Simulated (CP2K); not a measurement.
**Pb under changes of volume**

One of the cells (40.672 Å³/atom); the others are scaled copies at fixed shape and fractional positions:

```
Pb
1.0
     4.86348    0.00000    0.00000
     2.43174    4.21190    0.00000
     2.43174    1.40397    3.97102
Pb
2
Direct
  0.25000 0.25000 0.25000
  0.00000 0.00000 0.00000
```

This isn't the form of Pb at room conditions, which is fcc.

| Item | Value |
| --- | --- |
| Program | CP2K 2026.2 |
| Functional | LDA |
| Potentials or basis | GTH_POTENTIALS Pb GTH-PADE-q4; TZVP-MOLOPT-PBE-GTH basis |
| Density cutoff | 6123 eV |
| k mesh | 7 × 7 × 7 |
| Occupations | fermi-dirac, width 0.0259 eV |
| Spin | no spin polarisation |

| volume (Å³/atom) | energy over the lowest point (meV/atom) | pressure (GPa) |
| --- | --- | --- |
| 38.232 | 0.00 | -0.9 |
| 39.045 | 6.05 | -1.5 |
| 39.859 | 15.15 | -2.1 |
| 40.672 | ? | ? |
| 41.486 | 41.07 | -3.0 |
| 42.299 | 57.31 | -3.4 |
| 43.112 | 75.38 | -3.7 |

Task: What does the run at 40.672 Å³/atom give?

Result: Energy over the lowest point 26.92 meV/atom; pressure -2.6 GPa.

Worked out: A Birch-Murnaghan fit of order 3 (a polynomial in V^(-2/3)) to the other rows has its minimum at 37.26 Å³/atom, just outside them, with B0 = V·E''(V) = 36 GPa and B' = 4.7. It gives 26.92 meV/atom at 40.672 Å³/atom, against the run's 26.92, and -dE/dV = -2.6 GPa, against -2.6.

Energies are extrapolated to zero smearing.

Caveats: the basis of atomic orbitals isn't converged, which shifts pressures, moduli and gaps.
